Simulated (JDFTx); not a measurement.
ZrO2:

```xyz
3
Lattice="0.0000 2.5451 2.5451 2.5451 0.0000 2.5451 2.5451 2.5451 0.0000" Properties=species:S:1:pos:R:3 pbc="T T T"
Zr    0.0000    0.0000    0.0000
O     3.8176    3.8176    3.8176
O     1.2725    1.2725    1.2725
```

Measurements of this composition are mostly on another form, of space group No. 14.

Base run:

- Program: JDFTx 1.7.0 (patched build)
- Functional: LDA
- Potentials or basis: PseudoDojo-SR-LDA-0.4.1-standard
- Cutoff: 1143 eV
- Density cutoff: 9143 eV
- k mesh: 9 × 9 × 9
- Occupations: fermi-dirac, width 0.05 eV
- Spin: no spin polarisation

Its results: band gap on the k mesh 3.30 eV, indirect (least direct gap 3.80 eV); pressure -9.8 GPa.

Q: The run is repeated on the same cell with these changes: functional from LDA to PBEsol; potentials or basis from PseudoDojo-SR-LDA-0.4.1-standard to PseudoDojo-SR-PBEsol-0.4.1-standard. What comes out?

A: Band gap on the k mesh 3.34 eV, indirect (least direct gap 3.83 eV); pressure -4.2 GPa.

Caveats: an odd mesh through Γ misses points on the zone boundary, where band edges often lie.
